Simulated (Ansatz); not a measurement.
Hf:

```
Hf
1.0
     3.19670    0.00000    0.00000
    -1.59835    2.76842    0.00000
     0.00000    0.00000    5.05780
Hf
2
Cartesian
  1.5984 0.9228 3.7934
  0.0000 1.8456 1.2645
```

```yaml
Program: Ansatz 0.2.0
Task: relaxation of cell and atoms
Functional: PBEsol
Potentials_or_basis: all-electron LAPW, scalar-relativistic
Basis_error_allowed: 0.001 eV/atom
k_mesh: 10 × 10 × 5
Occupations: fermi-dirac, width 0.05 eV
Spin: no spin polarisation
```

At the start: volume 22.38 Å³/atom.

Q: How do energy, volume and symmetry change on relaxing?

A: Over 4 steps the energy falls by 10.1 meV/atom and the volume is 21.58 Å³/atom (-3.6 %); space group P6_3/mmc (No. 194, to 0.05 Å).

The path:
| step | energy change (eV) | largest force (eV/Å) | volume (Å³) |
| --- | --- | --- | --- |
| 1 | 0.0000 | 0.0000 | 44.76 |
| 2 | -0.0200 | 0.0000 | 43.25 |
| 3 | -0.0201 | 0.0000 | 43.15 |
| 4 | -0.0201 | 0.0000 | 43.15 |

Final structure:
```yaml
crystal:
  lattice:
    - [3.15959, 0.00000, 0.00000]
    - [-1.57980, 2.73629, 0.00000]
    - [0.00000, 0.00000, 4.99109]
  atoms:
    - { symbol: Hf, position: [0.66667, 0.33333, 0.75000] }
    - { symbol: Hf, position: [0.33333, 0.66667, 0.25000] }
```
